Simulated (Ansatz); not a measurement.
Planning a run of Ansatz 0.2.0 on SiC (Moissanite). The input:

```yaml
crystal:
  lattice:
    - [3.081, 0.0, 0.0]
    - [-1.5405, 2.6682242691, 0.0]
    - [0.0, 0.0, 15.1248]
  atoms:
    - { symbol: Si, position: [0.0, 0.0, 0.0] }
    - { symbol: Si, position: [0.0, 0.0, 0.5] }
    - { symbol: Si, position: [0.3333333333, 0.6666666667, 0.1664] }
    - { symbol: Si, position: [0.6666666667, 0.3333333333, 0.6664] }
    - { symbol: Si, position: [0.6666666667, 0.3333333333, 0.3329] }
    - { symbol: Si, position: [0.3333333333, 0.6666666667, 0.8329] }
    - { symbol: C, position: [0.3333333333, 0.6666666667, 0.0412] }
    - { symbol: C, position: [0.6666666667, 0.3333333333, 0.5412] }
    - { symbol: C, position: [0.6666666667, 0.3333333333, 0.208] }
    - { symbol: C, position: [0.3333333333, 0.6666666667, 0.708] }
    - { symbol: C, position: [0.0, 0.0, 0.3746] }
    - { symbol: C, position: [0.0, 0.0, 0.8746] }
kpoints:
  mp_grid: { grid: [6, 6, 2] }
  band_path:
    path:
      - [0.0, 0.0, 0.0]
      - [0.5, 0.0, 0.0]
      - [0.33333333, 0.33333333, 0.0]
      - [0.0, 0.0, 0.5]
      - [0.5, 0.0, 0.5]
      - [0.33333333, 0.33333333, 0.5]
      - [0.5, 0.0, 0.2]
    npoints: 1
hamiltonian:
  xc: pbe0
scf:
  occupations: { method: fixed }
  n_extra_bands: 8
output:
  eigenvalues: true
```

```sh
ansatz run input.yaml --threads 3 --pin off --max-ram 92160MiB --backend cuda --events-out ev --progress --plain --runs-dir out --devices 1 --max-vram 13GiB  # rebuilt from the run's record
```

How long will it take on 1 × NVIDIA H100 80GB HBM3 (shared by 6 runs) with 3 threads of AMD EPYC 7R13 (Zen 3), shared host, and how much memory?

It took 32 s; on shared hardware allow 16 s to 65 s. Peak host memory was 1.5 GiB. The sizes that set the cost: 2415 plane waves a state, 14 irreducible k points and 12 SCF cycles.

Exact exchange couples every pair of k points and filled bands, so it costs far more than a semilocal run.

[Paths, hosts, dates, memory and timing lines, banners, echoed tables and standing remarks are left out of the program output.]

[Logs are printed without paths, hosts, clocks, repeated set-up lines and the standing remarks that a program may print on its own settings, such as how far it seeks lower states.]

[Runs of the session that timed out or met a known fault of the program may be left out.]

[Cells called generated may have been cut or substituted from an entry of the Crystallography Open Database or the Materials Project.]

[Hosts, paths, dates, database ids (printed as entryN), source tags and the programs' standing remarks are cut or masked in the printed files.]
